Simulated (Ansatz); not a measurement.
## CdF2 under changes of volume

One of the cells (13.035 Å³/atom); the others are scaled copies at fixed shape and fractional positions:

```
Cd F
1.0
     0.00000    2.69400    2.69400
     2.69400    0.00000    2.69400
     2.69400    2.69400    0.00000
Cd F
1 2
Cartesian
  0.0000 0.0000 0.0000
  4.0410 4.0410 4.0410
  1.3470 1.3470 1.3470
```

| Item | Value |
| --- | --- |
| Program | Ansatz 0.2.0 |
| Functional | PBE |
| Potentials or basis | Ansatz PAW |
| Cutoff | 420 eV (not typed: the program's choice for these potentials) |
| k mesh | 9 × 9 × 9 |
| Occupations | fermi-dirac, width 0.05 eV |
| Spin | no spin polarisation |

| volume (Å³/atom) | energy over the lowest point (meV/atom) | pressure (GPa) | gap on the mesh (eV) |
| --- | --- | --- | --- |
| 12.253 | ? | ? | ? |
| 12.513 | 37.12 | 10.8 | 3.28 |
| 12.774 | 21.91 | 8.0 | 3.20 |
| 13.035 | 11.02 | 5.5 | 3.13 |
| 13.295 | 4.01 | 3.2 | 3.06 |
| 13.556 | 0.43 | 1.2 | 2.99 |
| 13.817 | 0.00 | -0.6 | 2.92 |

Q: What does the run at 12.253 Å³/atom give?

A: Energy over the lowest point 57.10 meV/atom; pressure 13.9 GPa; gap on the mesh 3.36 eV.

Worked out: A Birch-Murnaghan fit of order 3 (a polynomial in V^(-2/3)) to the other rows has its minimum at 13.72 Å³/atom with B0 = V·E''(V) = 94 GPa and B' = 4.5. It gives 57.03 meV/atom at 12.253 Å³/atom, against the run's 57.10, and -dE/dV = 13.8 GPa, against 13.9. A straight line through the other rows of the gap, of slope -3.6 eV per unit of ln V, extrapolates to 3.35 eV, against the run's 3.36.

Energies are extrapolated to zero smearing.

Caveats: odd divisions of the mesh miss points on the zone boundary, where band edges often lie, so the gap on the mesh can be too wide.

A mesh can miss the band edges. Spin-orbit coupling on Cd is left out.
